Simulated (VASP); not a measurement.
# MnO2 (Pmmn) in VASP: further runs, part 2 of 2

VASP 6.6.1. The steps go on from the part before.

**4. Single point, PBE, collinear spin, ferromagnetic start, 11.47 Å³/atom (strain = -0.04)**

File INCAR:

```
SYSTEM = MnO2
PREC = Accurate ; ENCUT = 520
EDIFF = 1E-6 ; ISMEAR = -1
SIGMA = 0.05 ; LREAL = .False.
LASPH = .True. ; NELM = 100
ALGO = Fast ; ISIF = 2
LWAVE = .False. ; LCHARG = .False.
ISPIN = 2 ; MAGMOM = 4 4 0 0 0 0
LORBIT = 11 ; LMAXMIX = 4
GGA = PE ; NBANDS = 38
```

File KPOINTS:

```
Automatic mesh
0
Gamma
  7 5 4
  0 0 0
```

File POSCAR:

```
MnO2
1.0
    2.9041580000     -0.0580831600      0.0000000000
   -0.0768962000      3.8448100000      0.0000000000
    0.0000000000      0.0000000000      6.1642640000
Mn O
2 4
Direct
    0.5000000000      0.5000000000      0.3433015000
    0.0000000000      0.0000000000      0.6566985000
    0.5000000000      0.0000000000      0.8375675000
    0.0000000000      0.5000000000      0.1624325000
    0.5000000000      0.0000000000      0.4217995000
    0.0000000000      0.5000000000      0.5782005000
```

Potentials or basis: VASP PAW PBE potentials, release 64 (Mn_pv, O).

On the command line:

```
cat potpaw_PBE.64/Mn_pv/POTCAR potpaw_PBE.64/O/POTCAR > POTCAR
mpirun -np 1 vasp_std > vasp.out
```

OUTCAR:

```text
SYSTEM = MnO2
   PREC = Accurate
   ENCUT = 520
   EDIFF = 1E-6
   ISMEAR = -1
   LREAL = .False.
   LASPH = .True.
   NELM = 100
   ISIF = 2
   ISPIN = 2
   LORBIT = 11
   GGA = PE

 ion  position               nearest neighbor table
   1  0.500  0.500  0.343-   4 1.83   4 1.83   5 1.98   5 1.98   6 2.05   6 2.05   2 3.05   2 3.05
                             2 3.12   2 3.12
   2  0.000  0.000  0.657-   3 1.83   3 1.83   6 1.98   6 1.98   5 2.05   5 2.05   1 3.05   1 3.05
                             1 3.12   1 3.12
   3  0.500  0.000  0.838-   2 1.83   2 1.83
   4  0.000  0.500  0.162-   1 1.83   1 1.83
   5  0.500  0.000  0.422-   1 1.98   1 1.98   2 2.05   2 2.05
   6  0.000  0.500  0.578-   2 1.98   2 1.98   1 2.05   1 2.05

  LATTYP: Found a simple monoclinic cell.
 ALAT       =     2.9047387735
 B/A-ratio  =     2.1221405712
 C/A-ratio  =     1.3238983554
 COS(beta)  =    -0.0399840064

  Lattice vectors:

 A1 = (   2.9041580000,  -0.0580831600,   0.0000000000)
 A2 = (   0.0000000000,   0.0000000000,  -6.1642640000)
 A3 = (  -0.0768962000,   3.8448100000,   0.0000000000)
[... 2145 lines left out ...]
  Total       -4.3535154     -2.0461180     -1.8008390      1.4424662      0.0000000      0.0000000
  in kB     -101.3790157    -47.6473386    -41.9356004     33.5902796      0.0000000      0.0000000
  external PRESSURE =     -63.6539849 kB  Pullay stress =       0.0000000 kB

 VOLUME and BASIS-vectors are now :
 -----------------------------------------------------------------------------
  energy-cutoff  :      520.00
  volume of cell :       68.80
      direct lattice vectors                 reciprocal lattice vectors
     2.904158000 -0.058083160  0.000000000     0.344471671  0.006889433  0.000000000
    -0.076896200  3.844810000  0.000000000     0.005203899  0.260194954  0.000000000
     0.000000000  0.000000000  6.164264000     0.000000000  0.000000000  0.162225369

 POSITION                                       TOTAL-FORCE (eV/Angst)
 -----------------------------------------------------------------------------------
      1.41363      1.89336      2.11620        -0.000000     -0.000000     -0.346773
      0.00000      0.00000      4.04806        -0.000000     -0.000000      0.346773
      1.45208     -0.02904      5.16299        -0.000000     -0.000000     -0.672876
     -0.03845      1.92240      1.00128         0.000000     -0.000000      0.672876
      1.45208     -0.02904      2.60008         0.000000     -0.000000      0.045167
     -0.03845      1.92240      3.56418         0.000000      0.000000     -0.045167
 -----------------------------------------------------------------------------------
    total drift:                                0.000000      0.000000      0.000000

  FREE ENERGIE OF THE ION-ELECTRON SYSTEM (eV)
  ---------------------------------------------------
  free  energy   TOTEN  =       -46.9725870276 eV

  energy  without entropy=      -46.9658256013  energy(sigma->0) =      -46.96920631

 total charge

# of ion       s       p       d       tot
------------------------------------------
    1        0.327   6.389   4.896  11.612
    2        0.327   6.389   4.896  11.612
    3        1.591   3.337   0.000   4.928
    4        1.591   3.337   0.000   4.928
    5        1.569   3.431   0.000   5.001
    6        1.569   3.431   0.000   5.001
--------------------------------------------------
tot          6.973  26.315   9.792  43.081

 magnetization (x)

# of ion       s       p       d       tot
------------------------------------------
    1        0.023   0.025   2.740   2.788
    2        0.023   0.025   2.740   2.788
    3        0.004   0.109   0.000   0.112
    4        0.004   0.109   0.000   0.112
    5        0.007  -0.012   0.000  -0.005
    6        0.007  -0.012   0.000  -0.005
--------------------------------------------------
tot          0.068   0.243   5.479   5.791
```

OSZICAR:

```text
N       E                     dE             d eps       ncg     rms          rms(c)
DAV:   1     0.625868857885E+03    0.62587E+03   -0.28017E+04  8272   0.154E+03
DAV:   2    -0.167118506514E+01   -0.62754E+03   -0.57443E+03  8658   0.459E+02
DAV:   3    -0.617235531162E+02   -0.60052E+02   -0.59005E+02  9174   0.153E+02
DAV:   4    -0.628399928204E+02   -0.11164E+01   -0.11142E+01  9240   0.226E+01
DAV:   5    -0.628511350404E+02   -0.11142E-01   -0.11142E-01  8910   0.238E+00    0.412E+01
RMM:   6    -0.671599228432E+02   -0.43088E+01   -0.92249E+01 10071   0.618E+01    0.652E+01
RMM:   7    -0.494231279691E+02    0.17737E+02   -0.20542E+01  9515   0.272E+01    0.204E+01
RMM:   8    -0.475158635247E+02    0.19073E+01   -0.17272E+00  9341   0.820E+00    0.911E+00
RMM:   9    -0.469933524422E+02    0.52251E+00   -0.85761E-01  9761   0.541E+00    0.427E+00
RMM:  10    -0.469778856421E+02    0.15467E-01   -0.88572E-02  9582   0.173E+00    0.183E+00
RMM:  11    -0.469756283432E+02    0.22573E-02   -0.43299E-02  9500   0.135E+00    0.989E-01
RMM:  12    -0.469720628406E+02    0.35655E-02   -0.52704E-03  9877   0.524E-01    0.318E-01
RMM:  13    -0.469725377431E+02   -0.47490E-03   -0.12796E-03 10142   0.251E-01    0.990E-02
RMM:  14    -0.469725767901E+02   -0.39047E-04   -0.25867E-04 10293   0.102E-01    0.745E-02
RMM:  15    -0.469725783461E+02   -0.15560E-05   -0.38426E-05 10230   0.392E-02    0.213E-02
RMM:  16    -0.469725860396E+02   -0.76936E-05   -0.12325E-05  9582   0.215E-02    0.110E-02
RMM:  17    -0.469725870276E+02   -0.98798E-06   -0.31664E-06  7886   0.111E-02
   1 F= -.46972587E+02 E0= -.46969206E+02  d E =-.676143E-02  mag=     6.0001
```

stdout:

```text
POSCAR found type information on POSCAR MnO
 POSCAR found :  2 types and       6 ions
 scaLAPACK will be used
 LDA part: xc-table for (Slater+PW92), standard interpolation
 POSCAR, INCAR and KPOINTS ok, starting setup
 FFT: planning ... GRIDC
 FFT: planning ... GRID_SOFT
 FFT: planning ... GRID
 WAVECAR not read
 entering main loop
```

It took 3.9 min on 1 thread of Intel Xeon Platinum 8259CL at 2.50GHz (Skylake/Cascade Lake), shared host; peak memory 0.33 GiB.

What came out:

```yaml
Free_energy: -46.9726 eV
Pressure: -6.4 GPa
Largest_force: 0.673 eV/Å
Band_gap_on_the_k_mesh: none (metal or under the smearing width)
Net_moment: 6.00 μB per cell
Site_moments: Mn +2.79; O +0.11, -0.01 μB
Valence_electrons_inside_the_program's_atomic_spheres: Mn 11.61; O 4.93, 5.00
```

Caveat: semilocal functionals often make such compounds metallic where correlation or magnetic order opens a gap, which also shifts bond lengths; only a ferromagnetic start was run, and an antiferromagnetic order may lie lower in energy.

**5. Single point, PBE, collinear spin, ferromagnetic start, 11.47 Å³/atom (strain = -0.02)**

INCAR is that of step 4.

KPOINTS is that of step 4.

Changes to POSCAR since step 4:

```diff
@@ -2,4 +2,4 @@
 1.0
-    2.9041580000     -0.0580831600      0.0000000000
-   -0.0768962000      3.8448100000      0.0000000000
+    2.9041580000     -0.0290415800      0.0000000000
+   -0.0384481000      3.8448100000      0.0000000000
     0.0000000000      0.0000000000      6.1642640000
```

On the command line:

```
cat potpaw_PBE.64/Mn_pv/POTCAR potpaw_PBE.64/O/POTCAR > POTCAR
mpirun -np 1 vasp_std > vasp.out
```

Run time: 4 min. Hardware: 1 thread of Intel Xeon Platinum 8259CL at 2.50GHz (Skylake/Cascade Lake), shared host; peak memory 0.33 GiB.

The run converged. Its results:

* Free energy: -46.9933 eV
* Pressure: -6.4 GPa
* Largest force: 0.673 eV/Å
* Band gap on the k mesh: none (metal or under the smearing width)
* Net moment: 6.00 μB per cell
* Site moments: Mn +2.79; O +0.11, -0.01 μB
* Valence electrons inside the program's atomic spheres: Mn 11.61; O 4.93, 5.00

Caveat: semilocal functionals often make such compounds metallic where correlation or magnetic order opens a gap, which also shifts bond lengths; only a ferromagnetic start was run, and an antiferromagnetic order may lie lower in energy.

**6. For comparison**

An earlier run on the cell as given: functional PBE; potentials or basis VASP PAW PBE potentials, release 64 (Mn_pv, O); cutoff 520 eV; k mesh 9 × 7 × 5; occupations fermi-dirac, width 0.05 eV; collinear spin, ferromagnetic start; starting moments [4.0, 4.0, 0.0, 0.0, 0.0, 0.0] μB.

* Pressure: -6.4 GPa
* Largest force: 0.668 eV/Å
* Band gap on the k mesh: none (metal or under the smearing width)
* Net moment: 6.00 μB per cell
* Site moments: Mn +2.79; O +0.12, -0.01 μB
* Valence electrons inside the program's atomic spheres: Mn 11.61; O 4.93, 5.00

**7. The runs side by side**

```csv
task,level,potentials or basis,spin,U,smearing,gap on the mesh (eV),pressure (GPa),moment (μB),largest force (eV/Å)
density of states,LDA+U,"VASP PAW LDA potentials, release 64 (Mn_pv, O)","collinear, ferromagnetic start",Mn d U = 5 eV,gaussian 0.05 eV,none,-9.9,6.00,0.54
optical spectrum,BLYP,"VASP PAW PBE potentials, release 64 (Mn_pv, O)","collinear, zero start",-,fermi-dirac 0.05 eV,none,-9.9,0.00,2.43
single point,PBE,"VASP PAW PBE potentials, release 64 (Mn_pv, O)","collinear, ferromagnetic start",-,fermi-dirac 0.05 eV,none,-6.4,6.00,0.67
```

Alike in all rows: cell as given; k mesh 9 × 7 × 5; cutoff (eV) 520.

Caveats: semilocal functionals often make such compounds metallic where correlation or magnetic order opens a gap, which also shifts bond lengths (some runs); spectra need much finer meshes, so this one isn't converged (some runs); these spectra lack excitons (some runs); the intraband (Drude) part of a metal's response may be missing (some runs); the PAW data sets were made with another functional, which shifts forces and pressure a little (some runs).

Absolute energies hang on the potentials; compare differences alone.
